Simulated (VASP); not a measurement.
# MnO₂: convergence, self-consistent run

MnO₂, Pmmn (no. 59), 6 atoms in the cell. PBE with TS; PAW potentials Mn_pv, O (PBE set). VASP 6.6.1.

Wanted: energy within 2 meV/atom; pressure within 0.1 GPa.

POSCAR:
```
MnO2
1.0
    2.9041580000      0.0000000000      0.0000000000
    0.0000000000      3.8448100000      0.0000000000
    0.0000000000      0.0000000000      6.1642640000
Mn O
2 4
Direct
    0.5000000000      0.5000000000      0.3433015000
    0.0000000000      0.0000000000      0.6566985000
    0.5000000000      0.0000000000      0.8375675000
    0.0000000000      0.5000000000      0.1624325000
    0.5000000000      0.0000000000      0.4217995000
    0.0000000000      0.5000000000      0.5782005000
```

## Self-consistent screening

| Self-consistent screening | Energy less reference (meV/atom) | Pressure (GPa) | SCF iterations | Time (s) |
|---|---|---|---|---|
| default | 0.0 | -8.56 | 18 | 62 |
| SCSRAD = 30 | -0.2 | -8.57 | 18 | 47 |
| SCSRAD = 60 | 0.0 | -8.56 | 18 | 49 |
| LSCALER0 = F | 72.6 | -6.53 | 18 | 63 |

## Question

For each series: keep the first row unless others stay within half of the tolerance and take at least 30 % less time, and then take the fastest.

## Answer

- self-consistent screening: default

## The input

INCAR:
```
PREC = Accurate
ENCUT = 520
EDIFF = 1E-7
ISMEAR = 0
SIGMA = 0.02
LREAL = False
LASPH = True
ALGO = Normal
NELM = 100
ISIF = 2
LWAVE = False
LCHARG = False
ISPIN = 2
MAGMOM = 4 4 0 0 0 0
LORBIT = 11
LMAXMIX = 4
IVDW = 2
LVDWSCS = True
```

KPOINTS:
```
k-points
0
Gamma
  7 5 3
```

Commands:
```
cat potpaw_PBE.64/Mn_pv/POTCAR potpaw_PBE.64/O/POTCAR > POTCAR
mpirun -np 1 vasp_std > vasp.out
```

The chosen input took VASP 6.6.1 62 s on 1 core (Intel Xeon 6975P-C (Granite Rapids)), a shared host.
